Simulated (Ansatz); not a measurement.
# Ga2O3 (C2/m): the equilibrium volume, part 2 of 2

At what volume is Ga2O3 (C2/m) free of pressure?

Ansatz 0.2.0; DFT PBE, scalar-relativistic, plane waves, PAW.

## (3) Full relaxation

File input.yaml:

```yaml
crystal:
  lattice:
    - [6.1402367086, -1.5237836756, 0.0]
    - [6.1402367086, 1.5237836756, 0.0]
    - [-1.3841308865, 0.0, 5.6503488592]
  atoms:
    - { symbol: Ga, position: [0.3411617, 0.3411617, 0.68526966] }
    - { symbol: Ga, position: [0.6588383, 0.6588383, 0.31473034] }
    - { symbol: Ga, position: [0.9095256, 0.9095256, 0.205214] }
    - { symbol: Ga, position: [0.0904744, 0.0904744, 0.794786] }
    - { symbol: O, position: [0.50353087, 0.50353087, 0.74333591] }
    - { symbol: O, position: [0.49646913, 0.49646913, 0.25666409] }
    - { symbol: O, position: [0.82662894, 0.82662894, 0.43676984] }
    - { symbol: O, position: [0.17337106, 0.17337106, 0.56323016] }
    - { symbol: O, position: [0.16450498, 0.16450498, 0.10915408] }
    - { symbol: O, position: [0.83549502, 0.83549502, 0.89084592] }
basis:
  ecutwfc: 420
kpoints:
  mp_grid: { grid: [8, 8, 4] }
hamiltonian:
  xc: pbe
scf:
  occupations: { method: gaussian, width: 0.02 }
output:
  forces: true
  stress: true
  eigenvalues: true
  write_density: true
  write_potential: true
  elf: true
  volumetric_format: npy
relax:
  adjacent_minimum: "off"
  f_tol: 0.005
  max_steps: 80
  cell: { stress_tol: 0.05 }
```

Started as:

```sh
$ ansatz run input.yaml --threads 8 --pin off --max-ram 16384MiB --backend cpu --events-out ev --progress --plain --runs-dir out
```

Output:

```text
Warning: RAYON_NUM_THREADS=8 ignored (pool sized by the plan → 8); use --threads N
basis.fft_grid_basis auto: the FFT boxes are laid along the combinations [[1, -1, 0], [0, 1, 0], [0, 0, 1]] of the cell's own vectors, 3.048, 6.326 and 5.817 Å long. The dense box has 24×45×40 points. Along the cell's own vectors, as sized, it would have 45×45×40, 1.88 times as many. Of the 4 symmetry operations that the crystal satisfies within crystal.symmetry.tolerance (time reversal apart; of a slab, those that keep its plane) the dense box along the cell's own vectors carries 4, and the one as laid loses 2 of those. basis.fft_grid_basis: typed keeps the cell's own vectors: state it where this run's energies or levels are differenced outside the engine with another run's, or held beside a run that keeps those vectors. Those combinations have planes normal to reciprocal vector 3, as the cell's own vectors have. Each planar average written beside output.write_density, output.write_potential has a row for each plane of the box: 40. The volumetric files lie along those combinations, not along the cell's own vectors: a cube or XSF file states them, and fields.json those of NumPy files.
Engine: ansatz 0.2.0, aarch64-unknown-linux-gnu
Pseudopotentials: kind: paw
Pseudopotential: Ga, paw, valence charge 13, recommended cutoff 420 eV (normal), Ga.paw.azcp
Pseudopotential: O, paw, valence charge 6, recommended cutoff 420 eV (normal), O.paw.azcp
Functional definition: PBE
  parameter kappa = 0.804
  parameter beta = 0.06672455060314922
  exchange = pbe_x(kappa = kappa, mu = beta*pi^2/3)
  correlation = pbe_c(beta = beta)
Crystal: 10 atoms, lattice volume = 105.734 Å³
Basis set: ecut = 420 eV, 2047 PW (Γ), FFT grids on a1−a2, a2, a3, exchange–correlation on 48×90×80 points (8 copies of the dense FFT grid, shifted against one another)
Bands: 54, of which v1, the nominal top of the filled ones, is band 44 counted from 1 (43 counted from 0)
Symmetry: 4 space group operations
Space group: C2/m (ITA 12), of the structure as read, at distance tolerance 4.7e-5 Å
k-points: 78 of 256
Non-local potential: Ga, projectors of the file, l = 0: 2, l = 1: 2, l = 2: 3, l = 3: 1
Non-local potential: O, projectors of the file, l = 0: 2, l = 1: 2, l = 2: 1
PAW form: soft (Blöchl's): semilocal exchange-correlation on the pseudo side does not see the compensation charge
PAW one-centre angular grid: Ga, 590 points (default); XC on 64 Gauss nodes
PAW one-centre angular grid: O, 110 points (default); XC on 64 Gauss nodes
Initial density: superposition of atomic densities (neutral atoms: chi_scale 0, normalization atom), corrected by the library's trained network
Initial wavefunctions: pseudopotential atomic-orbital guess
Functional: x = pbe(κ = 0.804, μ = 0.2195149727645171), c = pbe(β = 0.06672455060314922)
SCF iter   1: F=—  HF=-18540.039105 eV  |F-HF|=—  |Δ(HF+E_count)|=         —  Δρ=1.11e-3  dr2=4.12e-4  ethr=1.77e-3  ⟨swp⟩=6.2  Hψ=15519  notcnv=0  defer=8
preconditioner: auto → Resta (q_TF=auto, 2.646 Å⁻¹)  ε∞=4.7  [insulator: Δε(μ)=2.307 eV  Ē_g=17.727 eV  σ=0.020 eV  W_gap=1.00  n_scr=34 (ndim 8)  ℏωp=33.9 eV  f_vac=0.015  D(μ)=0.00/eV (n_scr^D=0)  ε∞_Penn≈4.7]
SCF iter   2: F=—  HF=-18540.040133 eV  |F-HF|=—  |Δ(HF+E_count)|=   1.03e-3  Δρ=5.88e-4  dr2=1.33e-4  ethr=4.68e-7  ⟨swp⟩=2.8  Hψ=8759  notcnv=0  defer=213
SCF iter   3: F=—  HF=-18540.040578 eV  |F-HF|=—  |Δ(HF+E_count)|=   4.45e-4  Δρ=2.21e-4  dr2=3.73e-5  ethr=1.51e-7  ⟨swp⟩=2.0  Hψ=7338  notcnv=0  defer=213
SCF iter   4: F=—  HF=-18540.040681 eV  |F-HF|=—  |Δ(HF+E_count)|=   1.04e-4  Δρ=6.22e-5  dr2=3.57e-6  ethr=4.23e-8  ⟨swp⟩=2.0  Hψ=6895  notcnv=0  defer=213
SCF iter   5: F=—  HF=-18540.040684 eV  |F-HF|=—  |Δ(HF+E_count)|=   2.76e-6  Δρ=2.85e-5  dr2=8.34e-7  ethr=4.06e-9  ⟨swp⟩=2.0  Hψ=6774  notcnv=0  defer=213
SCF iter   6: F=—  HF=-18540.040685 eV  |F-HF|=—  |Δ(HF+E_count)|=   3.55e-7  Δρ=1.45e-5  dr2=1.72e-7  ethr=9.48e-10  ⟨swp⟩=2.0  Hψ=7248  notcnv=0  defer=213
SCF iter   7: F=-18540.040685 eV  HF=-18540.040685 eV  |F-HF|=7.84e-9  |Δ(HF+E_count)|=   4.50e-8  Δρ=3.94e-6  dr2=1.05e-8  ethr=1.14e-10  ⟨swp⟩=12.9  Hψ=28025  notcnv=0
SCF 1 converged in 7 iterations: F = -18540.040685 eV  dr2 = 1.05e-8
relax step   1: F+E_penalty+E_count = -18540.04068463 eV  Δ(F+E_penalty+E_count) = +0.000e0 eV  max|allowed force component| = 1.519e-1 eV/Å  Δτ_max = 0.0000 Å  P = +6.744 GPa  Ω = 105.734 Å³  (7 SCF iters, dr2 threshold 1.00e-7 eV, accepted)
Crystal: 10 atoms, lattice volume = 107.975 Å³
Basis set: ecut = 420 eV, 2089 PW (Γ), FFT grids on a1−a2, a2, a3, exchange–correlation on 48×90×80 points (8 copies of the dense FFT grid, shifted against one another)
Initial density: handed on by an earlier stage of this run
Initial wavefunctions: those handed on with the density
iter 1 solved again at ethr=1.28e-5 eV; its pass at ethr=3.10e-3 eV (dr2=1.13e-2 eV) is discarded
SCF iter   1: F=—  HF=-18540.094778 eV  |F-HF|=—  |Δ(HF+E_count)|=         —  Δρ=3.93e-3  dr2=1.12e-2  ethr=1.28e-5  ⟨swp⟩=2.9  Hψ=19889  notcnv=0
preconditioner: auto → Resta (q_TF=auto, 2.637 Å⁻¹)  ε∞=4.7  [insulator: Δε(μ)=2.126 eV  Ē_g=17.531 eV  σ=0.020 eV  W_gap=1.00  n_scr=34 (ndim 8)  ℏωp=33.5 eV  f_vac=0.020  D(μ)=0.00/eV (n_scr^D=0)  ε∞_Penn≈4.7]
SCF iter   2: F=—  HF=-18540.091866 eV  |F-HF|=—  |Δ(HF+E_count)|=   2.91e-3  Δρ=1.37e-3  dr2=1.14e-3  ethr=1.27e-5  ⟨swp⟩=2.6  Hψ=8323  notcnv=0
SCF iter   3: F=—  HF=-18540.091836 eV  |F-HF|=—  |Δ(HF+E_count)|=   2.97e-5  Δρ=6.28e-4  dr2=3.31e-4  ethr=1.30e-6  ⟨swp⟩=1.0  Hψ=4212  notcnv=0
SCF iter   4: F=—  HF=-18540.092010 eV  |F-HF|=—  |Δ(HF+E_count)|=   1.74e-4  Δρ=1.68e-4  dr2=2.36e-5  ethr=3.76e-7  ⟨swp⟩=2.4  Hψ=7708  notcnv=0
SCF iter   5: F=—  HF=-18540.092019 eV  |F-HF|=—  |Δ(HF+E_count)|=   9.17e-6  Δρ=1.02e-4  dr2=8.76e-6  ethr=2.68e-8  ⟨swp⟩=2.0  Hψ=7594  notcnv=0
SCF iter   6: F=-18540.092019 eV  HF=-18540.092019 eV  |F-HF|=2.16e-7  |Δ(HF+E_count)|=   4.45e-7  Δρ=1.74e-5  dr2=2.66e-7  ethr=1.14e-9  ⟨swp⟩=8.3  Hψ=32264  notcnv=0
SCF 2 converged in 6 iterations: F = -18540.092019 eV  dr2 = 2.66e-7
relax step   2: F+E_penalty+E_count = -18540.09201899 eV  Δ(F+E_penalty+E_count) = -5.133e-2 eV  max|allowed force component| = 8.972e-2 eV/Å  Δτ_max = 0.0124 Å  P = +2.634 GPa  Ω = 107.975 Å³  energy of the carried Pulay correction = -1.063e-2 eV  (6 SCF iters, dr2 threshold 1.00e-6 eV, accepted)
Crystal: 10 atoms, lattice volume = 109.375 Å³
Basis set: ecut = 420 eV, 2133 PW (Γ), FFT grids on a1−a2, a2, a3, exchange–correlation on 48×90×80 points (8 copies of the dense FFT grid, shifted against one another)
iter 1 solved again at ethr=5.26e-6 eV; its pass at ethr=3.10e-3 eV (dr2=4.63e-3 eV) is discarded
SCF iter   1: F=—  HF=-18540.098923 eV  |F-HF|=—  |Δ(HF+E_count)|=         —  Δρ=2.39e-3  dr2=4.47e-3  ethr=5.26e-6  ⟨swp⟩=2.6  Hψ=19966  notcnv=0
preconditioner: auto → Resta (q_TF=auto, 2.631 Å⁻¹)  ε∞=4.6  [insulator: Δε(μ)=2.024 eV  Ē_g=17.434 eV  σ=0.020 eV  W_gap=1.00  n_scr=34 (ndim 8)  ℏωp=33.3 eV  f_vac=0.021  D(μ)=0.00/eV (n_scr^D=0)  ε∞_Penn≈4.6]
SCF iter   2: F=—  HF=-18540.097700 eV  |F-HF|=—  |Δ(HF+E_count)|=   1.22e-3  Δρ=7.34e-4  dr2=3.85e-4  ethr=5.08e-6  ⟨swp⟩=2.7  Hψ=8383  notcnv=0
SCF iter   3: F=—  HF=-18540.097829 eV  |F-HF|=—  |Δ(HF+E_count)|=   1.29e-4  Δρ=3.59e-4  dr2=1.24e-4  ethr=4.37e-7  ⟨swp⟩=1.0  Hψ=4212  notcnv=0
SCF iter   4: F=—  HF=-18540.097850 eV  |F-HF|=—  |Δ(HF+E_count)|=   2.15e-5  Δρ=8.22e-5  dr2=5.44e-6  ethr=1.41e-7  ⟨swp⟩=2.1  Hψ=7214  notcnv=0
SCF iter   5: F=—  HF=-18540.097855 eV  |F-HF|=—  |Δ(HF+E_count)|=   4.79e-6  Δρ=5.25e-5  dr2=2.33e-6  ethr=1.14e-9  ⟨swp⟩=11.3  Hψ=39363  notcnv=0
SCF iter   6: F=-18540.097854 eV  HF=-18540.097854 eV  |F-HF|=9.57e-8  |Δ(HF+E_count)|=   9.79e-7  Δρ=1.10e-5  dr2=9.39e-8  ethr=1.14e-9  ⟨swp⟩=10.0  Hψ=37732  notcnv=0
SCF 3 converged in 6 iterations: F = -18540.097854 eV  dr2 = 9.39e-8
relax step   3: F+E_penalty+E_count = -18540.09785424 eV  Δ(F+E_penalty+E_count) = -5.835e-3 eV  max|allowed force component| = 2.334e-2 eV/Å  Δτ_max = 0.0038 Å  P = +0.135 GPa  Ω = 109.375 Å³  energy of the carried Pulay correction = -1.716e-2 eV  (6 SCF iters, dr2 threshold 1.00e-6 eV, accepted)
[... 11 lines left out ...]
relax step   4: F+E_penalty+E_count = -18540.09772429 eV  Δ(F+E_penalty+E_count) = +1.299e-4 eV  max|allowed force component| = 1.605e-2 eV/Å  Δτ_max = 0.0032 Å  P = -0.019 GPa  Ω = 109.450 Å³  energy of the carried Pulay correction = -1.751e-2 eV  (6 SCF iters, dr2 threshold 1.96e-7 eV, accepted)
[... 10 lines left out ...]
relax step   5: F+E_penalty+E_count = -18540.09783291 eV  Δ(F+E_penalty+E_count) = -1.086e-4 eV  max|allowed force component| = 9.091e-3 eV/Å  Δτ_max = 0.0029 Å  P = +0.000 GPa  Ω = 109.440 Å³  energy of the carried Pulay correction = -1.746e-2 eV  (6 SCF iters, dr2 threshold 1.61e-8 eV, accepted)
[... 8 lines left out ...]
relax step   6: F+E_penalty+E_count = -18540.09784207 eV  Δ(F+E_penalty+E_count) = -9.162e-6 eV  max|allowed force component| = 1.634e-3 eV/Å  Δτ_max = 0.0009 Å  P = +0.001 GPa  Ω = 109.440 Å³  energy of the carried Pulay correction = -1.746e-2 eV  (5 SCF iters, dr2 threshold 5.17e-9 eV, accepted)
[... 12 lines left out ...]
relax step   7: F+E_penalty+E_count = -18540.11860536 eV  Δ(F+E_penalty+E_count) = -2.076e-2 eV  max|allowed force component| = 1.736e-3 eV/Å  Δτ_max = 0.0000 Å  P = +0.299 GPa  Ω = 109.440 Å³  stress off target by 3.22e-1 GPa  SCF on the basis re-selected at this cell (its energy is not comparable with the rows above)  (8 SCF iters)
[... 11 lines left out ...]
relax step   8: F+E_penalty+E_count = -18540.11788195 eV  Δ(F+E_penalty+E_count) = +7.234e-4 eV  max|allowed force component| = 1.453e-3 eV/Å  Δτ_max = 0.0023 Å  P = +0.011 GPa  Ω = 109.636 Å³  energy of the carried Pulay correction = -9.179e-4 eV  (5 SCF iters, dr2 threshold 2.60e-7 eV, accepted)
iter 1 solved again at ethr=5.19e-8 eV; its pass at ethr=3.10e-3 eV (dr2=4.57e-5 eV) is discarded
SCF iter   1: F=—  HF=-18540.118402 eV  |F-HF|=—  |Δ(HF+E_count)|=         —  Δρ=1.52e-4  dr2=6.66e-7  ethr=5.19e-8  ⟨swp⟩=3.0  Hψ=27477  notcnv=0
preconditioner: auto → Resta (q_TF=auto, 2.630 Å⁻¹)  ε∞=4.6  [insulator: Δε(μ)=2.017 eV  Ē_g=17.434 eV  σ=0.020 eV  W_gap=1.00  n_scr=34 (ndim 8)  ℏωp=33.3 eV  f_vac=0.020  D(μ)=0.00/eV (n_scr^D=0)  ε∞_Penn≈4.6]
SCF iter   2: F=—  HF=-18540.118759 eV  |F-HF|=—  |Δ(HF+E_count)|=   3.57e-4  Δρ=7.67e-5  dr2=1.76e-7  ethr=7.57e-10  ⟨swp⟩=2.0  Hψ=7583  notcnv=0
SCF iter   3: F=—  HF=-18540.118835 eV  |F-HF|=—  |Δ(HF+E_count)|=   7.56e-5  Δρ=1.38e-5  dr2=2.79e-8  ethr=2.00e-10  ⟨swp⟩=2.2  Hψ=6387  notcnv=0
SCF iter   4: F=—  HF=-18540.118837 eV  |F-HF|=—  |Δ(HF+E_count)|=   2.08e-6  Δρ=1.57e-6  dr2=1.30e-9  ethr=3.17e-11  ⟨swp⟩=2.0  Hψ=7232  notcnv=0
SCF iter   5: F=—  HF=-18540.118837 eV  |F-HF|=—  |Δ(HF+E_count)|=   1.37e-8  Δρ=6.61e-7  dr2=4.06e-10  ethr=1.48e-12  ⟨swp⟩=3.0  Hψ=8563  notcnv=0
SCF iter   6: F=-18540.118837 eV  HF=-18540.118837 eV  |F-HF|=5.82e-11  |Δ(HF+E_count)|=   2.22e-9  Δρ=1.62e-7  dr2=2.45e-11  ethr=1.00e-12  ⟨swp⟩=4.2  Hψ=20446  notcnv=0
SCF 9 converged in 6 iterations: F = -18540.118837 eV  dr2 = 2.45e-11
relax step   9: F+E_penalty+E_count = -18540.11883701 eV  Δ(F+E_penalty+E_count) = -9.551e-4 eV  max|allowed force component| = 1.553e-3 eV/Å  Δτ_max = 0.0000 Å  P = +0.018 GPa  Ω = 109.636 Å³  stress off target by 2.15e-2 GPa  SCF on the basis re-selected at this cell (its energy is not comparable with the rows above)  (6 SCF iters)
basis re-selected at this cell: Δ(F+E_penalty+E_count) = -9.551e-4 eV, ΔP = +0.006 GPa vs the last step (what re-selecting the basis moved, of the pressure what is left beyond the Pulay correction that the steps carried, after the strain that the cell walked since its last selection, with what the two solves' SCF thresholds leave and, on support functions, any second-order correction that the steps lacked; it is no measure of the basis error at this ecutwfc). This SCF's stress stands 2.15e-2 GPa from its target on what of the cell is left free (relax.cell.stress_tol is 5.00e-2 GPa) and its largest allowed force component is 1.55e-3 eV/Å (relax.f_tol is 5.00e-3 eV/Å): within both
SCF converged after 6 iterations
Free energy (F): -18540.118837 eV
Harris-Foulkes:  -18540.118837 eV  (|F-HF|=5.82e-11)
Internal energy: -18540.118837 eV  (E = F + TS)
E sigma→0 (E₀):  -18540.118837 eV
Fermi energy:    8.562706 eV
--- Per-component energies (eV) ---
  E_band       = -146.301917
  E_kinetic    = 1514.180265
  E_local      = -9271.193574  (includes V_loc(G=0)·N_el)
  E_nonlocal   = 2020.203991
  E_hartree    = 4150.798089
  E_xc         = -710.597740
  E_vxc        = -787.666371  (∫ρ·V_xc dr)
  E_paw        = -8942.046213  (= ΣΔE_a)
  E_vpaw       = -1923.437032  (= ΣTr[D̂ρ^β])
  E_aug_tail   = 0.014301  (compensation charges beyond the density's cutoff)
  E_ewald      = -7301.477954
  E_smearing   = -0.000000  (= −TS)
  E_closure    = -0.000000  (closes the sum)
  Σ components = -18540.118837   (vs F -18540.118837, Δ=0.00e0)
--- Forces (eV/Å), atoms counted from 1 ---
  atom   1  Ga     0.00083267    -0.00000000     0.00095603
  atom   2  Ga    -0.00083267     0.00000000    -0.00095603
  atom   3  Ga     0.00155288    -0.00000000     0.00017300
  atom   4  Ga    -0.00155288     0.00000000    -0.00017300
  atom   5  O      0.00083798    -0.00000000     0.00012228
  atom   6  O     -0.00083798     0.00000000    -0.00012228
  atom   7  O     -0.00043731    -0.00000000    -0.00056227
  atom   8  O      0.00043731     0.00000000     0.00056227
  atom   9  O      0.00028624    -0.00000000    -0.00002479
  atom  10  O     -0.00028624     0.00000000     0.00002479
  max |Σ_I F_I| component: 1.08e-19 eV/Å
--- Stress (GPa, compression-positive) ---
        0.021440       0.000000      -0.000642
        0.000000       0.018596      -0.000000
       -0.000642      -0.000000       0.013659
  P = ⅓ Tr σ = 0.0179 GPa (0.179 kbar)
--- Band table (eV; the first three rows and the last of 78) ---
  k-point 0: bands = ["-11.0492", "-10.0012", "-9.9725", "-9.8696", "-9.4253", "-9.4233", "-5.4228", "-5.3941", "-5.3895", "-5.3320", "-5.2421", "-5.2418", "-5.2266", "-5.2259", "-5.1668", "-5.0610", "-5.0489", "-5.0455", "-5.0273", "-5.0131", "-5.0063", "-4.9691", "-4.9578", "-4.8423", "-4.7145", "-4.6449", "0.7459", "1.7813", "2.8641", "3.5615", "4.1810", "4.9778", "5.1100", "5.4228", "5.6421", "5.6994", "5.9660", "6.0138", "6.5850", "6.8624", "6.9029", "7.0935", "7.2735", "7.5385", "9.5712", "12.9342", "13.8530", "14.0269", "15.1169", "15.9736", "16.5577", "16.7764", "18.5479", "19.5826"]
  k-point 1: bands = ["-10.9484", "-10.1750", "-9.9883", "-9.7874", "-9.4865", "-9.3877", "-5.4081", "-5.3959", "-5.3910", "-5.3298", "-5.3101", "-5.2526", "-5.2289", "-5.2080", "-5.1643", "-5.0659", "-5.0633", "-5.0618", "-5.0524", "-5.0176", "-5.0045", "-4.9560", "-4.9500", "-4.8069", "-4.8012", "-4.4914", "1.0045", "2.0601", "2.5988", "3.5719", "4.3047", "5.0006", "5.2005", "5.3106", "5.5676", "5.6039", "5.7881", "5.9908", "6.3463", "6.6862", "6.9178", "6.9659", "7.1291", "7.2950", "10.5261", "13.0858", "13.6085", "14.1920", "14.9385", "15.8249", "16.6070", "17.0411", "18.9697", "19.4733"]
  k-point 2: bands = ["-10.7881", "-10.3873", "-9.9971", "-9.7229", "-9.5125", "-9.3975", "-5.3969", "-5.3930", "-5.3817", "-5.3671", "-5.3122", "-5.3053", "-5.2133", "-5.1849", "-5.1675", "-5.0849", "-5.0831", "-5.0723", "-5.0433", "-5.0342", "-5.0032", "-4.9548", "-4.9182", "-4.8534", "-4.7773", "-4.4027", "1.5705", "1.8346", "2.7134", "3.4297", "4.3733", "4.9141", "5.1100", "5.3565", "5.6002", "5.6049", "5.7059", "6.0292", "6.0561", "6.1921", "6.9298", "6.9659", "7.0263", "7.2618", "11.9219", "12.1143", "13.8522", "14.3865", "15.0725", "15.1958", "17.1653", "17.1842", "18.8416", "18.9054"]
  k-point 77: bands = ["-10.6688", "-10.3048", "-10.1463", "-9.8386", "-9.5521", "-9.3364", "-5.4070", "-5.4012", "-5.4001", "-5.3802", "-5.3281", "-5.3252", "-5.2225", "-5.2072", "-5.1820", "-5.1679", "-5.0844", "-5.0830", "-5.0618", "-5.0552", "-5.0014", "-4.9787", "-4.9532", "-4.9013", "-4.4253", "-4.2802", "2.0233", "2.2722", "2.4606", "2.9647", "4.0808", "4.5393", "4.7623", "4.9932", "5.2055", "5.4966", "5.7685", "6.3482", "6.6427", "6.8554", "6.9236", "6.9246", "6.9756", "7.5492", "12.3176", "12.5429", "13.3835", "13.6666", "14.3743", "15.0213", "17.0659", "17.4437", "18.9552", "19.3042"]
--- Relaxed structure (7 steps of the walk, 7 accepted, 2 SCFs on fresh bases) ---
  F+E_penalty+E_count = -18540.11883701 eV   max|allowed force component| = 1.553e-3 eV/Å   (the final SCF, on the basis selected at the relaxed cell)
  cell:  # Å, volume = 109.6365 Å³
    - [6.227064011372643, -1.541633370247907, 0.006229326283219172]
    - [6.227064011372643, 1.541633370247907, 0.006229326283219172]
    - [-1.3979711485182547, 7.991241080790883e-35, 5.708922851459812]
  atoms:
    - { symbol: Ga, position: [0.34149685730292223, 0.34149685730292223, 0.6858235542597951] }
    - { symbol: Ga, position: [0.6585031426970778, 0.6585031426970778, 0.31417644574020515] }
    - { symbol: Ga, position: [0.9100739588096242, 0.9100739588096242, 0.20527225895775822] }
    - { symbol: Ga, position: [0.08992604119037574, 0.08992604119037574, 0.794727741042242] }
    - { symbol: O, position: [0.5039749255825814, 0.5039749255825814, 0.7433111729642519] }
    - { symbol: O, position: [0.4960250744174187, 0.4960250744174187, 0.2566888270357482] }
    - { symbol: O, position: [0.8263039782155454, 0.8263039782155454, 0.43566350876429133] }
    - { symbol: O, position: [0.1736960217844548, 0.1736960217844548, 0.5643364912357091] }
    - { symbol: O, position: [0.163508507423857, 0.163508507423857, 0.10920085360542382] }
    - { symbol: O, position: [0.8364914925761431, 0.8364914925761431, 0.8907991463945762] }
```

It took 30 s on 8 threads of Arm Neoverse V2, shared host; peak memory 0.82 GiB.

Relaxation path:

| step | energy from step 1 (meV/atom) | largest force component (eV/Å) | pressure (GPa) | volume (Å³/atom) |
| --- | --- | --- | --- | --- |
| 1 | 0.0 | 0.152 | 6.74 | 10.573 |
| 2 | -5.1 | 0.090 | 2.63 | 10.798 |
| 3 | -5.7 | 0.023 | 0.14 | 10.937 |
| 4 | -5.7 | 0.016 | -0.02 | 10.945 |
| 5 | -5.7 | 0.009 | 0.00 | 10.944 |
| 6 | -5.7 | 0.002 | 0.00 | 10.944 |
| 7 | -7.8 | 0.002 | 0.30 | 10.944 |
| 8 | -7.7 | 0.001 | 0.01 | 10.964 |
| 9 | -7.8 | 0.002 | 0.02 | 10.964 |

Step 1 is the start. Step 7 repeats a cell on a basis chosen anew, so the energy can jump there without a move. Step 9 repeats the geometry before it on a plane-wave basis chosen anew for the final cell, which shifts the energy by -0.1 meV/atom.

Read off: volume 10.964 Å³/atom, pressure 0.02 GPa, gap on the mesh 2.02 eV.

## (4) The cell, before and after

How the cell compares, before and after:

| cell as typed | before | after | change |
| --- | --- | --- | --- |
| a (Å) | 6.326 | 6.415 | +1.4 % |
| b (Å) | 6.326 | 6.415 | +1.4 % |
| c (Å) | 5.817 | 5.878 | +1.0 % |
| α (°) | 103.35 | 103.29 | -0.06° |
| β (°) | 103.35 | 103.29 | -0.06° |
| γ (°) | 27.87 | 27.81 | -0.06° |
| volume (Å³/atom) | 10.573 | 10.964 | +3.7 % |
| shortest distance (Å) | 1.838 | 1.858 | +1.1 % |
| space group | C2/m | C2/m | same |

## (5) Outcome

The summary covers parts 1 to 2. Changes of volume or cell count from the first structure of part 1.

| quantity | value |
| --- | --- |
| volume | 10.964 Å³/atom |
| pressure | 0.02 GPa |
| conventional cell | a = 12.454 Å, b = 3.083 Å, c = 5.878 Å, α = 90.00°, β = 103.70°, γ = 90.00° |
| gap on the mesh | 2.02 eV |

**Reading.** Over the 2 runs shown the cell moved from 10.57 to 10.96 Å³/atom, a change of +3.7 %, where the pressure is zero within 0.02 GPa.

These are semilocal Kohn-Sham gaps, which aren't the measured quantity. Such gaps usually fall short of the measured ones.
